# How many states wait above the gap of Ga₂O₃?

Electrons put into Ga₂O₃ by doping or by light enter its conduction band. How far up a given number of them fills it depends on the density of states: the number of electron places per electronvolt in one cell. The table gives this density and its division among atomic orbitals, but four rows at the upper end are hidden. How large is the density there, and which orbitals supply it?

Density of states of Ga2O3 (C2/m, 10 atoms in the cell), computed with Ansatz 0.2.0 using r2SCAN, scalar-relativistic plane-wave PAW, no spin polarisation, a 500 eV cutoff and k meshes of 10×10×6, then 15×15×9 with tetrahedra for the states. Energies count from the Fermi level, and every second 0.2 eV bin is listed. Orbital parts are Löwdin projections summed over sites.

```
energy (eV)  density of states total (states/eV/cell)  DOS O 2p (states/eV/cell)  DOS Ga 4s (states/eV/cell)  DOS Ga 4p (states/eV/cell)  DOS O 2s (states/eV/cell)
      -7.95                                      1.44                       0.88                        0.45                        0.06                       0.02
      -7.55                                      3.48                       2.19                        1.02                        0.17                       0.05
      -7.15                                      4.66                       2.96                        1.21                        0.26                       0.13
      -6.75                                      3.99                       2.57                        0.95                        0.22                       0.15
      -6.35                                      2.75                       1.79                        0.54                         0.2                       0.14
      -5.95                                      3.02                       2.11                        0.24                        0.51                       0.08
      -5.55                                      3.40                       2.44                         0.2                        0.59                       0.09
      -5.15                                      4.72                       3.52                        0.18                         0.8                       0.11
      -4.75                                      5.65                       4.33                        0.17                         0.9                       0.14
      -4.35                                      5.71                       4.53                        0.15                         0.8                       0.11
      -3.95                                      6.75                       5.53                        0.11                        0.88                       0.09
      -3.55                                      7.07                       5.92                        0.09                        0.78                        0.1
      -3.15                                      6.71                       5.82                        0.05                        0.58                       0.09
      -2.75                                      7.88                       7.18                        0.04                        0.36                       0.08
      -2.35                                      9.31                        8.7                        0.02                        0.22                       0.06
      -1.95                                      11.6                      11.13                        0.02                         0.1                       0.04
      -1.55                                      4.36                       4.25                           0                        0.02                       0.01
      -1.15                                         0                          0                           0                           0                          0
      -0.75                                         0                          0                           0                           0                          0
      -0.35                                         0                          0                           0                           0                          0
       0.05                                         0                          0                           0                           0                          0
       0.45                                         0                          0                           0                           0                          0
       0.85                                         0                          0                           0                           0                          0
       1.25                                         0                          0                           0                           0                          0
       1.65                                      0.06                          0                        0.03                           0                       0.02
       2.05                                      0.12                       0.02                        0.06                        0.01                       0.03
       2.45                                      0.19                       0.04                        0.09                        0.02                       0.05
       2.85                                      0.28                       0.06                        0.11                        0.04                       0.07
       3.25                                      0.40                       0.09                        0.15                        0.06                       0.09
       3.65                                      0.56                       0.14                         0.2                        0.09                       0.12
       4.05                                      0.71                       0.18                        0.26                        0.12                       0.14
       4.45                                         ?                          ?                           ?                           ?                          ?
       4.85                                         ?                          ?                           ?                           ?                          ?
       5.25                                         ?                          ?                           ?                           ?                          ?
       5.65                                         ?                          ?                           ?                           ?                          ?
```

**A crowded band below, a sparse one above**

Energies are counted from a zero that lies somewhere in the gap and has no meaning of its own. At −1.95 eV, near the top of the filled valence band, the density is 11.6 states per eV and cell, almost all O 2p. At 4.05 eV, well inside the conduction band, it is 0.71, sixteen times less. Theory explains the contrast. The O 2p orbitals that form the valence top overlap weakly with each other, so their energies lie close together, and six oxygen atoms bring eighteen such orbitals.

The conduction edge is built differently. There the round, extended Ga 4s orbitals of all gallium atoms have the same sign and are antibonding with O 2s. Electron waves with a shorter wavelength change the relative signs of neighbouring atoms. The Ga 4s orbitals can then mix more strongly with O 2p, which lies closer in energy than O 2s and is expected to push them up harder. Because the overlap is strong, the energy climbs steeply. Few waves then fall into any one slice of energy, which is what a light electron and a low density of states mean.

The row at 2.05 eV shows how fast the band fills out. From there to 4.05 eV the density grows sixfold, while a band with a constant electron mass would only double it. The natural reading is that the band flattens as it leaves its bottom, so that more waves share each slice. Meanwhile the Ga 4s share falls from about a half to 37 %, and O 2p and Ga 4p gain. O 2p can mix in more freely away from the edge, because its two lobes have opposite signs and so need neighbours that differ.

**A curve for one flattening band**

Let e be the energy above the conduction edge and k the wave number. For a band that flattens, k² is proportional to e(1 + se), where s measures the flattening. The number of waves up to k grows as k³, and its slope with energy gives

density = C √[e(1 + se)] (1 + 2se).

The edge was put at 1.45 eV, the middle of an unlisted bin, and C and s were fitted to the seven known conduction rows. The empty rows of the gap, and the valence rows set to zero, were carried along without influence, which is why the printed output counts 31 rows. The typical miss in the seven rows is 0.01 states per eV and cell. The first row, where the exact edge matters most, comes out about 30 % too low. The band edges of the run place the true edge a little lower, at 1.33 eV, which would raise the curve there. C and s can partly replace each other, so no electron mass should be read from them.

The withheld row at 4.85 eV serves as a worked case. It lies e = 3.40 eV above the edge, and with s = 0.542 per eV and C = 0.0741 the density is 0.0741 × √(3.40 × 2.84) × 4.68 = 1.08.

**The forecast**

| Energy (eV) | Density of states (per eV and cell) |
|---|---|
| 4.45 | 0.88 ± 0.15 |
| 4.85 | 1.08 ± 0.25 |
| 5.25 | 1.29 ± 0.35 |
| 5.65 | 1.53 ± 0.45 |

The total should keep rising, without a gap or a sharp peak. The error bars are a judgement. They cover a rival in which the density merely continues in a straight line, and they allow for kinks where new bands begin. New bands must come in somewhere, since one band holds two electrons per cell and the forecast count passes two between 5.05 and 5.45 eV.

The Ga 4s share should stay at 0.37 ± 0.08 and remain the largest. O 2p should stay second, ahead of O 2s and Ga 4p.

The withheld rows as computed:

```
energy (eV)  density of states total (states/eV/cell)  DOS O 2p (states/eV/cell)  DOS Ga 4s (states/eV/cell)  DOS Ga 4p (states/eV/cell)  DOS O 2s (states/eV/cell)
       4.45                                      1.10                       0.28                         0.4                         0.2                        0.2
       4.85                                      2.28                       0.49                         0.9                        0.49                       0.31
       5.25                                      2.94                       0.62                         1.1                        0.75                       0.36
       5.65                                      3.78                       0.81                        1.56                        0.83                       0.45
```

**The forecast density was far too low, the Ga 4s share right**

The total does rise from row to row, but all four values lie above their error bars. At 4.45 eV the miss is modest: 1.10 against 0.88. At 4.85 eV the density has doubled to 2.28, and at 5.65 eV it is two and a half times the forecast. The straight-line rival, lower still, fails by more.

Counting electrons shows what the curve lacked. Each row stands for 0.4 eV, because every second bin is unlisted. The known rows hold 0.93 electrons per cell, and the four new ones add 0.4 × (1.10 + 2.28 + 2.94 + 3.78) = 4.04. That makes about five electrons by 5.85 eV, so at least three bands must be taking part.

Standard band theory says where such bands come from. Four gallium atoms in the cell give four combinations of Ga 4s orbitals. The lowest has equal signs throughout, while the others change sign within the cell and start higher up. Each brings its own onset. The first band can also crowd its states near its top, where it levels off. A curve fitted to the lower rows, as if they held a single flattening band, can foresee neither. The forecast had named the new bands but gave them far too little weight. How the two effects share the misses, above all the smaller one at 4.45 eV, can't be told without the bands themselves.

The Ga 4s share fared better: it lies between 36 and 41 % in the four rows, within the forecast range. This fits higher bands in which Ga 4s again has the largest share, only with other sign patterns. The forecast for second place held only at 4.45 eV: at 4.85 eV O 2p and Ga 4p tie, and in the two rows above Ga 4p leads. Over the four rows together Ga 4p supplies 22.5 % and O 2p 21.8 %, a difference too small to weigh, since such shares depend on how the orbitals are defined. Still, the O 2p share has fallen from 25 % at 4.05 eV to between 21 and 22 % in the upper three rows, which the argument about its lobes did not foresee.

**What to do with this**

For doping, the bottom of the band is what counts. A heavy doping of 10²⁰ electrons per cm³ is only about 0.01 electrons in this cell of 110 Å³. If the bands keep their shape, the first conduction row alone has room for twice that, so the electrons stay within about half an electronvolt of the edge.

For ultraviolet absorption well above its threshold, or for fast electrons, the higher bands have to be calculated. A smooth curve from the band bottom should not be continued past the next onset, however well it fits. In a cell with several like metal atoms that onset can come before the first band is full. Absolute energies need separate care: the gap here is 2.65 eV, well below the measured one, and this functional is known to make such gaps too small. The cell used here is also stretched: the run gives a pressure of about −8 GPa, so the crystal would shrink if left free. Such stretching is expected to narrow the gap further.

The printed output below gives the fit, the straight-line rival and the misses.

The analysis program printed:

```
fit of cond on 31 rows: coefficient of sqrt(up*(1 + s*up))*(1 + 2*s*up) 0.07409 +/- 0.00038, s 0.5417; rms 0.00518, worst 1.65 -0.0176, leave-one-out rms 0.0065
  rows outside the fit (model, value, miss): 4.45 0.8836, 1.1, -0.216; 4.85 1.078, 2.28, -1.2; 5.25 1.292, 2.94, -1.65; 5.65 1.525, 3.78, -2.26
rms miss of the model on the seven known conduction rows alone (states/eV/cell): 0.01091
assumed conduction edge (eV): 1.45
error bar of the forecast in the withheld rows (states/eV/cell): 0.15, 0.25, 0.35, 0.45
straight-line rival in the withheld rows (states/eV/cell): 0.865, 1.02, 1.175, 1.33
growth of the density from 2.05 to 4.05 eV (factor): 5.917
growth that a parabolic band would give (factor): 2.082
highest listed valence density over that at 4.05 eV (factor): 16.34
conduction states counted up to 4.25 eV (electrons/cell): 0.928
forecast count up to 5.05 eV (electrons/cell): 1.713
forecast count up to 5.45 eV (electrons/cell): 2.23
forecast Ga 4s share, bar 0.08 (fraction): 0.3653
Ga 4s share at 2.05 eV (fraction): 0.5
Ga 4s share at 4.05 eV (fraction): 0.3662
O 2p share at 4.05 eV (fraction): 0.2535
O 2s share at 4.05 eV (fraction): 0.1972
Ga 4p share at 4.05 eV (fraction): 0.169
computed Ga 4s share in the withheld rows (fraction): 0.3636, 0.3947, 0.3741, 0.4127
computed O 2p share, withheld rows together (fraction): 0.2178
computed O 2s share, withheld rows together (fraction): 0.1307
computed Ga 4p share, withheld rows together (fraction): 0.2248
```
